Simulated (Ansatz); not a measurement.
The calculation used DFT PBE, scalar-relativistic, plane waves, PAW (Ansatz). Settings: cutoff 420 eV, Γ-centred meshes spaced at most about 0.3 Å⁻¹ (2π included), Gaussian smearing. No spin polarisation in the final relaxations.

These are static total energies at zero pressure.

Compare these two cells of LiF, each relaxed at this level.

1.

```xyz
4
Lattice="-2.5203 2.5917 1.4615 2.5203 -2.5917 1.4615 2.5203 2.5917 -1.4615" Properties=species:S:1:pos:R:3 pbc="T T T"
Li    1.2602    1.2959   -0.7308
Li    1.2602   -1.2959    0.7308
F     2.5203    0.0000    0.0000
F     0.0000    0.0000    1.4615
```

2.

```xyz
2
Lattice="0.0000 2.0335 2.0335 2.0335 0.0000 2.0335 2.0335 2.0335 0.0000" Properties=species:S:1:pos:R:3 pbc="T T T"
Li    2.0335    2.0335    2.0335
F     0.0000    0.0000    0.0000
```

Problem. Which is lower in energy, and by how much?

Solution. Cell 2 is lower, by 165 meV/atom. Cell 1 has space group Imma (No. 74), 9.5 Å³/atom and a gap of 6.87 eV on its mesh; cell 2 has the rock salt type, space group Fm-3m (No. 225), 8.4 Å³/atom and a gap of 8.84 eV. Counting F atoms around Li (those within 1.25 times the shortest such distance or 1.15 times the sum of covalent radii), cell 1 has Li 4 and cell 2 has Li 6. The denser one is the lower, and pressure would at first widen the difference. Both come from invented guesses. The part of the Crystallography Open Database at hand lists LiF in space group No. 225; sharing a group (Fm-3m) doesn't make a cell the listed structure.

Kohn–Sham gaps at this level usually fall short of measured ones. Cells relaxed within their symmetry can be saddle points.
